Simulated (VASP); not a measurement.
Crystal: Cu.

```
Cu
1.0
     3.29121    0.00000    0.00000
    -0.92349    3.53724    0.00000
     0.81206    0.54335    3.55178
Cu
3
Cartesian
  1.3085 3.2030 2.5848
  2.2642 2.0152 1.6209
  2.5880 2.3350 3.4894
```

The cell was built by a generator and needn't be a form met in nature.

The cell isn't the ideal one: random cell without symmetry.

```yaml
Program: VASP 6.6.1
Task: relaxation of cell and atoms
Functional: PBE
Potentials_or_basis: VASP PAW PBE potentials, release 64 (Cu)
Cutoff: 600 eV
k_mesh: 6 × 6 × 6
Occupations: gaussian, width 0.1 eV
Spin: no spin polarisation
```

At the start: pressure 97.3 GPa; volume 13.78 Å³/atom.

Task: Where does the relaxation end?

Result: Over 55 steps the energy falls by 3405.3 meV/atom and the volume is 12.03 Å³/atom (-12.7 %); space group I4/mmm (No. 139, to 0.05 Å).

Step by step:
```
step  energy change (eV)  largest force (eV/Å)  pressure (GPa)  volume (Å³)
   1              0.0000               19.8714           97.30        41.35
   3             30.0293                3.4342           14.61        89.62
   5             -5.1907                2.0176           -7.17        90.76
   7              9.5801                1.8634           12.67        65.75
   9             -6.9193                1.5229           -3.70        68.23
  11             -7.2236                0.8665           -1.05        60.73
  13             -7.5325                1.4494           -1.07        55.62
  15             -6.8208                6.7083           66.44        32.53
  17             -8.6204                3.8144           20.55        37.65
  19             -9.0822                2.1955            3.28        41.21
  21             -9.2295                1.6324            5.92        39.39
  23             -9.4726                0.5401           -4.57        41.70
  25             -9.5350                0.5302           -3.69        41.15
  27             -9.6894                1.0097            1.51        38.10
  29             -9.8516                2.0169           10.40        34.52
  31             -9.9406                1.6401            6.19        35.39
  33            -10.0178                1.2328            4.27        35.58
  35            -10.1309                0.5554           -1.98        36.69
  37            -10.1483                0.2835           -3.69        37.44
  39            -10.1823                0.1678           -0.96        36.39
  41            -10.1857                0.1600            0.60        35.97
  43            -10.1912                0.1195            1.07        35.96
  45            -10.2005                0.1137           -1.48        36.13
  47            -10.2016                0.1370            1.23        35.80
  49            -10.2128                0.1088           -0.08        35.80
  51            -10.2143                0.0662           -0.49        36.31
  53            -10.2146                0.0749           -0.32        36.17
  55            -10.2158                0.0161            0.07        36.10
```

Final structure:
```xyz
3
Lattice="2.5906 0.2774 0.2392 -0.4238 3.5167 0.4341 0.7918 1.3803 4.1571" Properties=species:S:1:pos:R:3 pbc="T T T"
Cu    0.9029    4.3600    3.4747
Cu    2.5097    2.9129    2.1021
Cu    1.5219    1.1874    0.4960
```
